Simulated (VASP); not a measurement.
Input of a VASP 6.6.1 run:

The input INCAR:

```
ALGO = Normal
DIPOL = 0.5 0.5 0.285
EDIFF = 1E-6
ENCUT = 520
GGA = PS
IDIPOL = 3
ISIF = 2
ISMEAR = 0
IVDW = 12
LASPH = True
LCHARG = True
LDIPOL = True
LELF = True
LREAL = False
LVACPOTAV = True
LVHAR = True
LWAVE = False
NBANDS = 20
NELM = 100
PREC = Accurate
SIGMA = 0.03
```

File KPOINTS:

```
k-points
0
Gamma
  12 12 1
```

File POSCAR:

```
WS2
1.0
    3.1236315056      0.0000000000      0.0000000000
   -1.5618157528      2.7051442359      0.0000000000
    0.0000000000      0.0000000000     30.0800000023
S W
2 1
Direct
    0.6666666667      0.3333333333      0.2326294351
    0.6666666667      0.3333333333      0.3371843947
    0.3333333333      0.6666666667      0.2849069149
```

Potentials or basis: VASP PAW PBE potentials, release 64 (S, W_sv).

Run with:

```sh
$ cat potpaw_PBE.64/S/POTCAR potpaw_PBE.64/W_sv/POTCAR > POTCAR
$ mpirun -np 1 vasp_std > vasp.out
```

Predict the largest force.

0.022 eV/Å.

Predict the band gap on the k mesh.

1.99 eV, indirect (least direct gap 2.04 eV).

Forces in eV/Å, atoms in the order of the input:
```
S    0.000  0.000 -0.022
S    0.000  0.000  0.022
W    0.000  0.000  0.000
```

Caveat: the PAW data sets were made with another functional, which shifts forces and pressure a little; spin-orbit coupling is left out, which moves the levels of the heavy elements. Expect the measured gap to be larger: semilocal functionals such as PBEsol lack the derivative discontinuity.
